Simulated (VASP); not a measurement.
Set up this calculation in VASP 6.6.1, as the native input.

```
Task                   : single point
Functional             : PBEsol
Potentials or basis    : VASP PAW PBE potentials, release 64 (Ti_sv, O)
Cutoff                 : 520 eV
k mesh                 : 7 × 7 × 6
Occupations            : gaussian, width 0.05 eV
Spin                   : collinear spin, ferromagnetic start
Starting moments       : [1.0, 0.0] μB
Hubbard terms          : Ti d U = 4 eV
Further INCAR settings : ALGO = Normal; EDIFF = 1e-06; NBANDS = 20
```

The structure of TiO lies in POSCAR:

```
TiO
1.0
    3.0094341500      0.0000000000      0.0000000000
   -1.5047170800      2.6062464300      0.0000000000
    0.0000000000      0.0000000000      2.9370586300
Ti O
1 1
Direct
    0.0000000000      0.0000000000      0.0000000000
    0.6666666667      0.3333333333      0.5000000000
```

The cell comes from a database or a generator and needn't be the stable form of this composition.

The input as run:

INCAR

```
SYSTEM = TiO
  ALGO = Normal
  EDIFF = 1E-6
  ENCUT = 520
  GGA = PS
  ISIF = 2
  ISMEAR = 0
  ISPIN = 2
  LASPH = .TRUE.
  LCHARG = .FALSE.
  LDAU = .TRUE.
  LDAUJ = 0 0
  LDAUL = 2 -1
  LDAUPRINT = 1
  LDAUTYPE = 2
  LDAUU = 4 0
  LMAXMIX = 4
  LORBIT = 11
  LREAL = .FALSE.
  LWAVE = .FALSE.
  MAGMOM = 1 0
  NBANDS = 20
  NELM = 80
  PREC = Accurate
  SIGMA = 0.05
```

KPOINTS

```
k-points
0
G
  7 7 6
  0 0 0
```

Potentials or basis: VASP PAW PBE potentials, release 64 (Ti_sv, O).

Command:

```sh
$ cat potpaw_PBE.64/Ti_sv/POTCAR potpaw_PBE.64/O/POTCAR > POTCAR
$ mpirun -np 1 vasp_std > vasp.out
```

Results of the run:

```
Pressure                                              : -25.4 GPa
Band gap on the k mesh                                : none (metal or under the smearing width)
Net moment                                            : 0.00 μB per cell
Valence electrons inside the program's atomic spheres : Ti 10.05; O 4.95
```

Caveat: the PAW data sets were made with another functional, which shifts forces and pressure a little.

It took 19 s on 1 thread of Intel(R) Xeon(R) Platinum 8375C CPU @ 2.90GHz (Ice Lake), with other jobs on the host, peak memory 0.16 GiB.
